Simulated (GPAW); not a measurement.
Runs of GPAW 26.7.0 on CO2. Symmetry: I-42d, No. 122, tetragonal system. The conventional cell has a = 3.949 Å, b = 3.949 Å, c = 6.028 Å, α = 90.00°, β = 90.00°, γ = 90.00°. O (site symmetry 2) is surrounded by 2 C at 1.40 Å. C (site symmetry -4) has 4 O at 1.40 Å as nearest neighbours. The cell comes from a database or a generator and needn't be the stable form of this composition.

| task | level | potentials or basis | k mesh | cutoff (eV) | smearing | maxiter | convergence | response ecut | response k mesh | response bands | gap on the mesh (eV) | pressure (GPa) | largest force (eV/Å) |
| --- | --- | --- | --- | --- | --- | --- | --- | --- | --- | --- | --- | --- | --- |
| single point | LDA | the program's PAW data sets (release 1.2.1) made for this functional, pw | 8 × 8 × 8 | 600 | fermi-dirac 0.05 eV | 120 | default | - | - | - | 7.45 | -21.2 | 0.47 |
| dielectric tensor | LDA | the program's PAW data sets (release 1.2.1) made for this functional, pw | 8 × 8 × 8 | 600 | fermi-dirac 0.001 eV | 150 | - | 80 eV | 12 × 12 × 12 | 64 | 7.45 | - | - |
| single point | PBEsol | PAW data sets generated in the run's folder for this functional, pw | 9 × 9 × 9 | 800 | fermi-dirac 0.05 eV | 150 | - | - | - | - | 7.58 | -6.2 | (a) |
| dielectric tensor | PBEsol | PAW data sets generated in the run's folder for this functional, pw | 8 × 8 × 8 | 600 | fermi-dirac 0.001 eV | 150 | - | 80 eV | 12 × 12 × 12 | 64 | 7.58 | - | - |
| band structure | LDA | the program's PAW data sets (release 1.2.1) made for this functional, pw | 6 × 6 × 6 | 800 | fermi-dirac 0.05 eV | 150 | - | - | - | - | 7.45 | -13.3 | 0.47 |

Alike in all rows: no spin polarisation; cell as given.

Q: Estimate the missing entries.

A: (a) 0.16.

Caveats: the long-wavelength limit can be off by a per cent or two (some runs); the cutoff is short for stress and forces, so pressures can be off by a GPa or more (some runs); so large a pressure means that the cell lies far from this level's equilibrium, or that cutoff or potentials fall short (some runs); an odd mesh through Γ misses points on the zone boundary, where band edges often lie (some runs).
